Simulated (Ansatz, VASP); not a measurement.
## One calculation of Ge, two programs

The input INCAR:

```
SYSTEM = Ge
ALGO     = Normal         ! electronic algorithm
EDIFF    = 1E-7           ! SCF threshold, eV
ENCUT    = 520            ! plane-wave cutoff, eV
GGA      = PS             ! functional
ISIF     = 2              ! what is computed and relaxed
ISMEAR   = -1             ! smearing method
LASPH    = .TRUE.         ! aspherical terms in the spheres
LCHARG   = .FALSE.        ! write CHGCAR
LREAL    = .FALSE.        ! projectors in reciprocal space
LWAVE    = .FALSE.        ! write WAVECAR
NBANDS   = 36             ! bands
NELM     = 60             ! most SCF steps
PREC     = Accurate       ! precision mode
SIGMA    = 0.05           ! smearing width, eV
```

KPOINTS

```
k-points
0
G
  8 8 4
  0 0 0
```

Contents of POSCAR:

```
Ge
1.0
    3.9435577898      0.0000000000      0.0000000000
   -1.9717788949      3.4152212273      0.0000000000
    0.0000000000      0.0000000000      6.5101862333
Ge
4
Direct
    0.3333333333      0.6666666667      0.9370987500
    0.6666666667      0.3333333333      0.4370987500
    0.3333333333      0.6666666667      0.5629012500
    0.6666666667      0.3333333333      0.0629012500
```

Contents of input.yaml:

```yaml
crystal:
  lattice:
    - [3.9435577898, 0.0, 0.0]
    - [-1.9717788949, 3.4152212273, 0.0]
    - [0.0, 0.0, 6.5101862333]
  atoms:
    - { symbol: Ge, position: [0.3333333333, 0.6666666667, 0.93709875] }
    - { symbol: Ge, position: [0.6666666667, 0.3333333333, 0.43709875] }
    - { symbol: Ge, position: [0.3333333333, 0.6666666667, 0.56290125] }
    - { symbol: Ge, position: [0.6666666667, 0.3333333333, 0.06290125] }
hamiltonian:
  xc: pbesol
  pseudopotentials: { kind: paw }
kpoints:
  mp_grid: { grid: [8, 8, 4] }
scf:
  occupations: { method: fermi_dirac, width: 0.05 }
output:
  forces: true
  stress: true
  eigenvalues: true
```

Change from the starting cell: volume scaled by 0.96.

Alike in both runs: task single point; functional PBEsol; k mesh 8 × 8 × 4; occupations fermi-dirac, width 0.05 eV; no spin polarisation.

```csv
,VASP,Ansatz
version,VASP 6.6.1,Ansatz 0.2.0
potentials or method,"VASP PAW PBE potentials, release 64 (Ge_d)",Ansatz PAW
plane-wave cutoff (eV),520,420
valence electrons in the cell,56,56
```

Ansatz gave:

| Property | Result |
| --- | --- |
| gap on the k mesh at the Fermi level (eV) | none |
| pressure (GPa) | 2.9 |
| largest component of the traceless stress (GPa) | 0.24 |
| rms of the force components (eV/Å) | 0.009 |

**Question.** What did VASP give for the same quantities?

**Answer.** gap on the k mesh at the Fermi level (eV): none; pressure (GPa): 2.9; largest component of the traceless stress (GPa): 0.24; rms of the force components (eV/Å): 0.008.

Atom by atom the forces differ by 0.000 eV/Å (rms over components). A gap of «none» marks a metal or a gap that the smearing closes. The functional is the same, so the differences come from potentials, cutoffs and numerics.

Caveats: the PAW data sets were made with another functional, which shifts forces and pressure a little (VASP); the PAW data sets come from PBE, with cores solved anew for the run's functional, which leaves a small shift of forces and pressure (Ansatz).
